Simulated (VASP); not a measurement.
# Be2C: equation of state with PBEsol

Be2C:

```
C Be
1.0
     0.00000    2.16500    2.16500
     2.16500    0.00000    2.16500
     2.16500    2.16500    0.00000
C Be
1 2
Direct
  0.00000 0.00000 0.00000
  0.75000 0.75000 0.75000
  0.25000 0.25000 0.25000
```

```
Program             : VASP 6.6.1
Task                : equation of state
Functional          : PBEsol
Potentials or basis : VASP PAW PBE potentials, release 64 (C, Be)
Cutoff              : 520 eV
k mesh              : 11 × 11 × 11
Occupations         : fermi-dirac, width 0.05 eV
Spin                : no spin polarisation
```

```
Equilibrium volume                      : 6.70 Å³/atom
Bulk modulus                            : 205 GPa
Pressure derivative of the bulk modulus : 3.5
```

Energy against volume, from the lowest point:
| volume (Å³/atom) | energy (meV/atom) |
| --- | --- |
| 6.359 | 11.51 |
| 6.495 | 3.78 |
| 6.630 | 0.05 |
| 6.765 | 0.00 |
| 6.901 | 3.30 |
| 7.036 | 9.65 |
| 7.171 | 18.81 |

All runs of the series together: 52 s on 1 thread of Intel(R) Xeon(R) Platinum 8488C (Sapphire Rapids), on a shared host.

Caveat: the PAW data sets were made with another functional, which shifts forces and pressure a little.
